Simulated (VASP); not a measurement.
A run of VASP 6.6.1:

Contents of INCAR:

```
SYSTEM = SrO
PREC = Accurate
ENCUT = 600
EDIFF = 1E-7
ISMEAR = 0
SIGMA = 0.03
LREAL = .FALSE.
LASPH = .TRUE.
NELM = 80
ALGO = Normal
ISIF = 2
LWAVE = .FALSE.
LCHARG = .FALSE.
GGA = PE
IVDW = 12
IBRION = 2
NSW = 40
EDIFFG = -0.01
```

KPOINTS

```
regular mesh
0
G
  10 10 10
  0 0 0
```

Contents of POSCAR:

```
SrO                                     
1.0
    0.0000000000      2.5792059671      2.5792059671
    2.5792059671      0.0000000000      2.5792059671
    2.5792059671      2.5792059671      0.0000000000
  Sr              O             
     1     1
Direct
     0.5000000000000000    0.5000000000000000    0.5000000000000000
     0.0000000000000000    0.0000000000000000    0.0000000000000000
```

Potentials or basis: VASP PAW PBE potentials, release 64 (Sr_sv, O).

Run with:

```console
$ cat potpaw_PBE.64/Sr_sv/POTCAR potpaw_PBE.64/O/POTCAR > POTCAR
$ mpirun -np 1 vasp_std > vasp.out
```

Hardware: 1 thread of Intel(R) Xeon(R) 6975P-C (Granite Rapids), on a shared host.

**Question.** How long does it take, and how much memory?

**Answer.** Run time: 13 s on 1 thread of Intel(R) Xeon(R) 6975P-C (Granite Rapids), on a shared host, peak memory 0.19 GiB. Counts: scf iterations 15, k points 47, ion steps 1.
